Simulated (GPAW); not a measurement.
The system is GaN.

```
Ga N
1.0
     3.18000    0.00000    0.00000
    -1.59000    2.75396    0.00000
     0.00000    0.00000    5.16600
Ga N
2 2
Cartesian
  1.5900 0.9180 2.5830
  0.0000 1.8360 0.0000
  1.5900 0.9180 4.5203
  0.0000 1.8360 1.9373
```

Base run:

```yaml
Program: GPAW 26.7.0
Functional: r2SCAN
Potentials_or_basis: GPAW PAW data sets (gpaw-data 1.2.1)
Cutoff: 650 eV
Basis: pw
k_mesh: 8 × 8 × 4
Occupations: fermi-dirac, width 0.05 eV
Spin: no spin polarisation
```

Its results: band gap on the k mesh 2.54 eV, direct.

Q: The run is repeated on the same cell with these changes: functional from r2SCAN to PBE; cutoff from 650 eV to 550 eV; occupations from fermi-dirac, width 0.05 eV to fermi-dirac, width 0.001 eV. What comes out?

A: Band gap on the k mesh 2.02 eV, direct.

Caveats: the long-wavelength limit can be off by a per cent or two (some runs); an odd mesh through Γ misses points on the zone boundary, where band edges often lie (some runs).
